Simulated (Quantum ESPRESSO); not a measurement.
CuO:

```
Cu O
1.0
     2.83633    0.00000    0.00000
    -1.41816    2.45633    0.00000
     0.00000    0.00000    2.76811
Cu O
1 1
Direct
  0.00000 0.00000 0.00000
  0.66667 0.33333 0.50000
```

Measurements of this composition are mostly on another form, of space group No. 15.

Base run:

| Property | Result |
| --- | --- |
| Program | Quantum ESPRESSO 7.5 |
| Functional | LDA |
| Potentials or basis | SSSP 1.3 efficiency PBE |
| Cutoff | 748 eV |
| Density cutoff | 5987 eV |
| k mesh | 11 × 11 × 10 |
| Occupations | fermi-dirac, width 0.05 eV |
| Spin | no spin polarisation |
| Hubbard terms | Cu d U = 2 eV |

Its results: band gap on the k mesh none (metal or under the smearing width); pressure -15.0 GPa.

**Question.** The run is repeated on the same cell with these changes: hubbard terms from Cu d U = 2 eV to Cu d U = 4 eV. What comes out?

**Answer.** Band gap on the k mesh none (metal or under the smearing width); pressure -13.2 GPa.

Caveats: the potentials were made for another functional, which shifts forces and pressure; an odd number of electrons without spin polarisation forces a metal; a magnetic or distorted state may lie lower; the run has no spin polarisation, though such a crystal can be magnetic; U without spin polarisation on a metal has little footing.
